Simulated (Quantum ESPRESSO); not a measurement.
# KCl (Sylvite) (Fm-3m) in Quantum ESPRESSO: further runs

The runs below take KCl (Sylvite) through band structure, with PBE.

Program: Quantum ESPRESSO 7.5. These are calculated values, not measurements. Logs are shortened: lines on timing, memory, paths and dates and some standing lists are left out, and cuts for length are marked.

**Experimental background.**

From a printed reference work, monograph, for a bulk crystal of KCl: band gap 8.68 eV.

How close the calculation comes is told below.

## 1. Starting point

It takes space group Fm-3m (No. 225, cubic). The conventional cell has a = 6.293 Å, b = 6.293 Å, c = 6.293 Å, α = 90.00°, β = 90.00°, γ = 90.00°. K (site symmetry m-3m) is surrounded by 6 Cl at 3.15 Å. Cl (site symmetry m-3m) has 6 K at 3.15 Å as nearest neighbours.

## 2. Band structure, PBE

Input file pw.in:

```
&CONTROL
  calculation = 'scf'
  prefix = 'pwscf'
  outdir = './tmp'
  pseudo_dir = './pseudo'
  tprnfor = .true.
  tstress = .true.
  disk_io = 'low'
/
&SYSTEM
  ibrav = 0
  nat = 2
  ntyp = 2
  ecutwfc = 74
  nbnd = 14
  occupations = 'smearing'
  smearing = 'fd'
  degauss = 0.00367493
/
&ELECTRONS
  conv_thr = 4d-10
  electron_maxstep = 120
  mixing_beta = 0.5
/
ATOMIC_SPECIES
K     39.0983 K.upf
Cl    35.4500 Cl.upf
CELL_PARAMETERS angstrom
   0.0000000000    3.1464700000    3.1464700000
   3.1464700000    0.0000000000    3.1464700000
   3.1464700000    3.1464700000    0.0000000000
ATOMIC_POSITIONS crystal
K      0.0000000000    0.0000000000    0.0000000000
Cl     0.5000000000    0.5000000000    0.5000000000
K_POINTS automatic
7 7 7 0 0 0
```

Input file bands.in:

```
&CONTROL
  calculation = 'bands'
  prefix = 'pwscf'
  outdir = './tmp'
  pseudo_dir = './pseudo'
  disk_io = 'low'
  verbosity = 'high'
/
&SYSTEM
  ibrav = 0
  nat = 2
  ntyp = 2
  ecutwfc = 74
  nbnd = 14
  occupations = 'smearing'
  smearing = 'fd'
  degauss = 0.00367493
/
&ELECTRONS
  conv_thr = 1d-08
  electron_maxstep = 120
  mixing_beta = 0.5
  diago_full_acc = .true.
  startingwfc = 'random'
/
ATOMIC_SPECIES
K     39.0983 K.upf
Cl    35.4500 Cl.upf
CELL_PARAMETERS angstrom
   0.0000000000    3.1464700000    3.1464700000
   3.1464700000    0.0000000000    3.1464700000
   3.1464700000    3.1464700000    0.0000000000
ATOMIC_POSITIONS crystal
K      0.0000000000    0.0000000000    0.0000000000
Cl     0.5000000000    0.5000000000    0.5000000000
K_POINTS crystal
60
 0.0000000000  0.0000000000  0.0000000000 1
 0.0625000000  0.0000000000  0.0625000000 1
 0.1250000000  0.0000000000  0.1250000000 1
 0.1875000000  0.0000000000  0.1875000000 1
 0.2500000000  0.0000000000  0.2500000000 1
 0.3125000000  0.0000000000  0.3125000000 1
 0.3750000000  0.0000000000  0.3750000000 1
 0.4375000000  0.0000000000  0.4375000000 1
 0.5000000000  0.0000000000  0.5000000000 1
 0.5000000000  0.0625000000  0.5625000000 1
 0.5000000000  0.1250000000  0.6250000000 1
 0.5000000000  0.1875000000  0.6875000000 1
 0.5000000000  0.2500000000  0.7500000000 1
 0.4375000000  0.3125000000  0.7500000000 1
 0.3750000000  0.3750000000  0.7500000000 1
 0.3375000000  0.3375000000  0.6750000000 1
 0.3000000000  0.3000000000  0.6000000000 1
 0.2625000000  0.2625000000  0.5250000000 1
 0.2250000000  0.2250000000  0.4500000000 1
 0.1875000000  0.1875000000  0.3750000000 1
 0.1500000000  0.1500000000  0.3000000000 1
 0.1125000000  0.1125000000  0.2250000000 1
 0.0750000000  0.0750000000  0.1500000000 1
 0.0375000000  0.0375000000  0.0750000000 1
 0.0000000000  0.0000000000  0.0000000000 1
 0.0625000000  0.0625000000  0.0625000000 1
 0.1250000000  0.1250000000  0.1250000000 1
 0.1875000000  0.1875000000  0.1875000000 1
 0.2500000000  0.2500000000  0.2500000000 1
 0.3125000000  0.3125000000  0.3125000000 1
 0.3750000000  0.3750000000  0.3750000000 1
 0.4375000000  0.4375000000  0.4375000000 1
 0.5000000000  0.5000000000  0.5000000000 1
 0.5250000000  0.4500000000  0.5250000000 1
 0.5500000000  0.4000000000  0.5500000000 1
 0.5750000000  0.3500000000  0.5750000000 1
 0.6000000000  0.3000000000  0.6000000000 1
 0.6250000000  0.2500000000  0.6250000000 1
 0.5833333333  0.2500000000  0.6666666667 1
 0.5416666667  0.2500000000  0.7083333333 1
 0.5000000000  0.2500000000  0.7500000000 1
 0.5000000000  0.2857142857  0.7142857143 1
 0.5000000000  0.3214285714  0.6785714286 1
 0.5000000000  0.3571428571  0.6428571429 1
 0.5000000000  0.3928571429  0.6071428571 1
 0.5000000000  0.4285714286  0.5714285714 1
 0.5000000000  0.4642857143  0.5357142857 1
 0.5000000000  0.5000000000  0.5000000000 1
 0.4821428571  0.4821428571  0.5357142857 1
 0.4642857143  0.4642857143  0.5714285714 1
 0.4464285714  0.4464285714  0.6071428571 1
 0.4285714286  0.4285714286  0.6428571429 1
 0.4107142857  0.4107142857  0.6785714286 1
 0.3928571429  0.3928571429  0.7142857143 1
 0.3750000000  0.3750000000  0.7500000000 1
 0.6250000000  0.2500000000  0.6250000000 1
 0.5937500000  0.1875000000  0.5937500000 1
 0.5625000000  0.1250000000  0.5625000000 1
 0.5312500000  0.0625000000  0.5312500000 1
 0.5000000000  0.0000000000  0.5000000000 1
```

Potentials or basis: PseudoDojo 0.4.1 SR PBE standard.

Run with:

```
$ OMP_NUM_THREADS=1 pw.x -in pw.in > pw.out
$ OMP_NUM_THREADS=1 pw.x -in bands.in > bands.out
```

pw.out:

```text
This program is part of the open-source Quantum ESPRESSO suite
     for quantum simulation of materials; please cite
[... 9 lines left out ...]
     --------------------
     sticks:   dense  smooth     PW     G-vecs:    dense   smooth      PW
     Sum        1429    1429    421                36085    36085    5601

     Using Slab Decomposition

     bravais-lattice index     =            0
     lattice parameter (alat)  =       8.4089  a.u.
     unit-cell volume          =     420.4336 (a.u.)^3
     number of atoms/cell      =            2
     number of atomic types    =            2
     number of electrons       =        16.00
     number of Kohn-Sham states=           14
     kinetic-energy cutoff     =      74.0000  Ry
     charge density cutoff     =     296.0000  Ry
     scf convergence threshold =      4.0E-10
     mixing beta               =       0.5000
     number of iterations used =            8  plain     mixing
     Exchange-correlation= PBE
                           (   1   4   3   4   0   0   0)

     celldm(1)=   8.408867  celldm(2)=   0.000000  celldm(3)=   0.000000
     celldm(4)=   0.000000  celldm(5)=   0.000000  celldm(6)=   0.000000

     crystal axes: (cart. coord. in units of alat)
               a(1) = (   0.000000   0.707107   0.707107 )
               a(2) = (   0.707107   0.000000   0.707107 )
               a(3) = (   0.707107   0.707107   0.000000 )

     reciprocal axes: (cart. coord. in units 2 pi/alat)
               b(1) = ( -0.707107  0.707107  0.707107 )
               b(2) = (  0.707107 -0.707107  0.707107 )
               b(3) = (  0.707107  0.707107 -0.707107 )

     PseudoPot. # 1 for K  read from file:
     K.upf
     Pseudo is Norm-conserving + core correction, Zval =  9.0
     Generated using ONCVPSP code by D. R. Hamann
     Using radial grid of 2222 points,  6 beta functions with:
                l(1) =   0
                l(2) =   0
                l(3) =   1
                l(4) =   1
                l(5) =   2
                l(6) =   2

     PseudoPot. # 2 for Cl read from file:
     Cl.upf
     Pseudo is Norm-conserving + core correction, Zval =  7.0
     Generated using ONCVPSP code by D. R. Hamann
     Using radial grid of 1028 points,  6 beta functions with:
                l(1) =   0
                l(2) =   0
                l(3) =   1
                l(4) =   1
                l(5) =   2
                l(6) =   2

     atomic species   valence    mass     pseudopotential
     K                 9.00    39.09830     K ( 1.00)
     Cl                7.00    35.45000     Cl( 1.00)

     48 Sym. Ops., with inversion, found

   Cartesian axes

     site n.     atom                  positions (alat units)
         1        K      tau(   1) = (   0.0000000   0.0000000   0.0000000  )
         2        Cl     tau(   2) = (   0.7071068   0.7071068   0.7071068  )

     number of k points=    20  Fermi-Dirac smearing, width (Ry)=  0.0037
                       cart. coord. in units 2pi/alat
        k(    1) = (   0.0000000   0.0000000   0.0000000), wk =   0.0058309
        k(    2) = (   0.1010153   0.1010153  -0.1010153), wk =   0.0466472
        k(    3) = (   0.2020305   0.2020305  -0.2020305), wk =   0.0466472
        k(    4) = (   0.3030458   0.3030458  -0.3030458), wk =   0.0466472
        k(    5) = (   0.2020305  -0.0000000   0.0000000), wk =   0.0349854
        k(    6) = (   0.3030458   0.1010153  -0.1010153), wk =   0.1399417
[... 12 lines left out ...]
        k(   19) = (  -0.1010153  -0.5050763   0.7071068), wk =   0.1399417
        k(   20) = (   0.0000000  -0.4040610   0.6060915), wk =   0.1399417

     Dense  grid:    36085 G-vectors     FFT dimensions: (  48,  48,  48)

     Initial potential from superposition of free atoms

     starting charge      15.9808, renormalised to      16.0000
     Starting wfcs are    9 randomized atomic wfcs +    5 random wfcs

     Self-consistent Calculation

     iteration #  1     ecut=    74.00 Ry     beta= 0.50
     Davidson diagonalization with overlap
     ethr =  1.00E-02,  avg # of iterations =  7.5

     Threshold (ethr) on eigenvalues was too large:
     Diagonalizing with lowered threshold

     Davidson diagonalization with overlap
     ethr =  4.58E-04,  avg # of iterations =  3.1

     total energy              =     -93.18018048 Ry
     estimated scf accuracy    <       0.07105828 Ry

     iteration #  2     ecut=    74.00 Ry     beta= 0.50
     Davidson diagonalization with overlap
     ethr =  4.44E-04,  avg # of iterations =  3.1

     total energy              =     -93.19605363 Ry
     estimated scf accuracy    <       0.00382389 Ry

     iteration #  3     ecut=    74.00 Ry     beta= 0.50
     Davidson diagonalization with overlap
     c_bands:  1 eigenvalues not converged
     ethr =  2.39E-05,  avg # of iterations =  9.2

     total energy              =     -93.19679154 Ry
     estimated scf accuracy    <       0.00087047 Ry

     iteration #  4     ecut=    74.00 Ry     beta= 0.50
     Davidson diagonalization with overlap
     ethr =  5.44E-06,  avg # of iterations =  3.5

     total energy              =     -93.19687430 Ry
     estimated scf accuracy    <       0.00001801 Ry

     iteration #  5     ecut=    74.00 Ry     beta= 0.50
     Davidson diagonalization with overlap
     ethr =  1.13E-07,  avg # of iterations =  3.2

     total energy              =     -93.19688205 Ry
     estimated scf accuracy    <       0.00000245 Ry

     iteration #  6     ecut=    74.00 Ry     beta= 0.50
     Davidson diagonalization with overlap
     ethr =  1.53E-08,  avg # of iterations =  2.1

     total energy              =     -93.19688292 Ry
     estimated scf accuracy    <       0.00000002 Ry

     iteration #  7     ecut=    74.00 Ry     beta= 0.50
     Davidson diagonalization with overlap
     ethr =  1.30E-10,  avg # of iterations =  4.2

     total energy              =     -93.19688296 Ry
     estimated scf accuracy    <          7.9E-09 Ry

     iteration #  8     ecut=    74.00 Ry     beta= 0.50
     Davidson diagonalization with overlap
     ethr =  4.93E-11,  avg # of iterations =  2.0

     total energy              =     -93.19688296 Ry
     estimated scf accuracy    <          8.3E-10 Ry

     iteration #  9     ecut=    74.00 Ry     beta= 0.50
     Davidson diagonalization with overlap
     ethr =  5.20E-12,  avg # of iterations =  1.9

     End of self-consistent calculation

          k = 0.0000 0.0000 0.0000 (  4573 PWs)   bands (ev):

   -26.2909 -11.2133  -9.7513  -9.7513  -9.7513   0.9045   0.9045   0.9045
     6.0940   9.2710   9.2710   9.2710  10.1289  10.1289

          k = 0.1010 0.1010-0.1010 (  4516 PWs)   bands (ev):

   -26.2889 -11.2524  -9.7531  -9.7531  -9.7022   0.6641   0.8397   0.8397
     6.5734   9.1313   9.5235   9.5235  10.4008  10.4008

          k = 0.2020 0.2020-0.2020 (  4531 PWs)   bands (ev):

   -26.2844 -11.3324  -9.7570  -9.7570  -9.5993   0.2075   0.7005   0.7005
     7.6227   9.0886  10.2281  10.2281  11.1269  11.1269

          k = 0.3030 0.3030-0.3030 (  4506 PWs)   bands (ev):

   -26.2808 -11.3906  -9.7601  -9.7601  -9.5223  -0.1047   0.5947   0.5947
     8.3901   9.4170  11.1690  11.1690  11.9866  11.9867

          k = 0.2020-0.0000 0.0000 (  4524 PWs)   bands (ev):

   -26.2883 -11.2524  -9.7617  -9.7617  -9.6897   0.5756   0.8511   0.8511
     6.6865   8.7618   9.7873   9.7873  10.2832  10.6644

          k = 0.3030 0.1010-0.1010 (  4535 PWs)   bands (ev):

   -26.2847 -11.2923  -9.7699  -9.7663  -9.6406   0.2872   0.7263   0.7599
     7.4956   8.5577  10.3570  10.4742  10.6869  11.2672

          k = 0.4041 0.2020-0.2020 (  4521 PWs)   bands (ev):

   -26.2808 -11.3385  -9.7745  -9.7716  -9.5846   0.0369   0.5754   0.6403
     8.3521   8.9758  10.9818  11.3730  11.4541  11.6421

          k =-0.2020-0.4041 0.4041 (  4514 PWs)   bands (ev):

   -26.2796 -11.3577  -9.7860  -9.7655  -9.5561  -0.0460   0.5435   0.5801
     8.6173   9.4025  11.1355  11.3197  11.5925  12.7005

          k =-0.1010-0.3030 0.3030 (  4525 PWs)   bands (ev):

   -26.2820 -11.3379  -9.7877  -9.7562  -9.5785   0.0899   0.6205   0.6447
     8.1721   9.0185  10.4400  11.0037  11.0882  11.9271

          k =-0.0000-0.2020 0.2020 (  4543 PWs)   bands (ev):

   -26.2861 -11.2919  -9.7731  -9.7506  -9.6427   0.3900   0.7347   0.7866
     7.2115   8.9098   9.7574  10.2300  10.6075  11.0070

          k = 0.4041-0.0000 0.0000 (  4552 PWs)   bands (ev):

   -26.2825 -11.2471  -9.7851  -9.7851  -9.6959   0.2246   0.7517   0.7517
     7.8590   7.9678  10.6690  11.1288  11.1288  11.5190

          k = 0.5051 0.1010-0.1010 (  4520 PWs)   bands (ev):

   -26.2795 -11.2307  -9.8083  -9.7912  -9.7150   0.1870   0.6182   0.6828
     7.9251   8.7092  11.0893  11.2355  11.6864  11.8909

          k =-0.1010-0.5051 0.5051 (  4518 PWs)   bands (ev):

   -26.2780 -11.2562  -9.8410  -9.7836  -9.6601   0.1993   0.4390   0.6070
     8.3866   9.5545  10.6856  11.0396  11.7192  12.0144

          k = 0.0000-0.4041 0.4041 (  4514 PWs)   bands (ev):

   -26.2791 -11.3042  -9.8304  -9.7680  -9.6002   0.1063   0.5043   0.5797
     8.7472   9.2204  10.5658  11.0591  11.3950  12.6788

          k = 0.6061-0.0000 0.0000 (  4508 PWs)   bands (ev):

   -26.2779 -11.1407  -9.8549  -9.8041  -9.8041   0.2289   0.6895   0.6895
     7.4957   9.0079  11.0312  11.1072  11.7503  12.3826

          k =-0.0000-0.6061 0.6061 (  4510 PWs)   bands (ev):

   -26.2772 -11.1530  -9.8845  -9.8008  -9.7640   0.2805   0.5536   0.6555
     7.7034   9.5835  10.5218  11.3010  11.3161  12.3347

          k = 0.4041 0.2020 0.0000 (  4525 PWs)   bands (ev):

   -26.2814 -11.2920  -9.7990  -9.7706  -9.6325   0.1580   0.6365   0.6655
     8.2667   8.4262  10.8981  10.9413  11.2853  11.7034

          k =-0.2020-0.4041 0.6061 (  4527 PWs)   bands (ev):

   -26.2787 -11.2904  -9.8146  -9.7891  -9.6205   0.1197   0.5127   0.5768
     8.6878   9.0881  10.6973  11.2472  11.7467  12.2281

          k =-0.1010-0.5051 0.7071 (  4516 PWs)   bands (ev):

   -26.2777 -11.1980  -9.8498  -9.8200  -9.7076   0.2610   0.5477   0.5882
     8.0267   9.4021  10.4273  11.3414  11.5609  12.3398

          k = 0.0000-0.4041 0.6061 (  4497 PWs)   bands (ev):

   -26.2774 -11.2254  -9.8557  -9.8199  -9.6609   0.3248   0.4006   0.5414
     8.6254   9.3250  10.4078  10.8096  12.2301  12.3106

     the Fermi energy is     3.2027 ev

!    total energy              =     -93.19688296 Ry
     estimated scf accuracy    <          7.2E-11 Ry
     smearing contrib. (-TS)   =       0.00000000 Ry
     internal energy E=F+TS    =     -93.19688296 Ry

     The total energy is F=E-TS. E is the sum of the following terms:
     one-electron contribution =     -29.53923101 Ry
     hartree contribution      =      19.88450497 Ry
     xc contribution           =     -21.87527687 Ry
     ewald contribution        =     -61.66688004 Ry

     convergence has been achieved in   9 iterations

     Forces acting on atoms (cartesian axes, Ry/au):

     atom    1 type  1   force =     0.00000000    0.00000000    0.00000000
     atom    2 type  2   force =     0.00000000    0.00000000    0.00000000

     Total force =     0.000000     Total SCF correction =     0.000000

     Computing stress (Cartesian axis) and pressure

          total   stress  (Ry/bohr**3)                   (kbar)     P=        7.40
   0.00005030   0.00000000   0.00000000            7.40        0.00        0.00
   0.00000000   0.00005030   0.00000000            0.00        7.40        0.00
   0.00000000   0.00000000   0.00005030            0.00        0.00        7.40

=------------------------------------------------------------------------------=
   JOB DONE.
=------------------------------------------------------------------------------=
```

It took 1.8 min on 1 thread of Arm Neoverse V1, shared host; peak memory 0.1 GiB.

Results:

```yaml
Free_energy: -1268.0082 eV
Pressure: 0.7 GPa
Band_gap_on_the_k_mesh: 5.19 eV, direct
Band_gap_along_the_path: 5.19 eV, direct
```

Levels at the corners of the path, in eV from the valence-band top:
| point | band 6 | band 7 | band 8 | band 9 | band 10 | band 11 |
| --- | --- | --- | --- | --- | --- | --- |
| Γ | 0.00 | 0.00 | 0.00 | 5.19 | 8.37 | 8.37 |
| X | -0.66 | -0.22 | -0.22 | 6.53 | 8.34 | 10.07 |
| W | -0.49 | -0.47 | -0.47 | 8.03 | 8.03 | 9.44 |
| K | -0.56 | -0.55 | -0.29 | 7.27 | 9.07 | 9.30 |
| Γ | 0.00 | 0.00 | 0.00 | 5.19 | 8.37 | 8.37 |
| L | -1.05 | -0.32 | -0.32 | 7.58 | 8.60 | 10.50 |
| U | -0.56 | -0.55 | -0.29 | 7.27 | 9.07 | 9.30 |
| W | -0.49 | -0.47 | -0.47 | 8.03 | 8.03 | 9.44 |
| L | -1.05 | -0.32 | -0.32 | 7.58 | 8.60 | 10.50 |
| K | -0.56 | -0.55 | -0.29 | 7.27 | 9.07 | 9.30 |
| U | -0.56 | -0.55 | -0.29 | 7.27 | 9.07 | 9.30 |
| X | -0.66 | -0.22 | -0.22 | 6.53 | 8.34 | 10.07 |

Caveat: some levels on the path didn't converge.

(Continued in part 2 of 2.)
